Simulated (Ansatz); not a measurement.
The system is CoO.

```
CELL_PARAMETERS angstrom
-1.50800 1.50800 2.10725
1.50800 -1.50800 2.10725
1.50800 1.50800 -2.10725
ATOMIC_POSITIONS crystal
Co 0.00000 0.00000 0.00000
O 0.50000 0.50000 0.00000
```

Base run:

| Item | Value |
| --- | --- |
| Program | Ansatz 0.2.0 |
| Functional | PBEsol |
| Potentials or basis | all-electron LAPW, scalar-relativistic |
| Cutoff | 369 eV (chosen from the basis error) |
| Basis error allowed | 0.001 eV/atom |
| k mesh | 12 × 12 × 12 |
| Occupations | fermi-dirac, width 0.05 eV |
| Spin | collinear spin, ferromagnetic start |
| Starting moments | [2.0, 0.0] μB |

Its results: pressure -9.2 GPa; net moment 2.94 μB per cell; site moments Co +2.59; O +0.34 μB.

Problem. The run is repeated on the same cell with these changes: functional from PBEsol to LDA. What comes out?

Solution. Pressure -17.9 GPa; net moment 2.85 μB per cell; site moments Co +2.49; O +0.33 μB.

LDA binds more tightly than PBEsol, so the same cell stands under less pressure.

Caveats: a cell with one magnetic atom can't hold antiferromagnetic order, which such compounds often take.
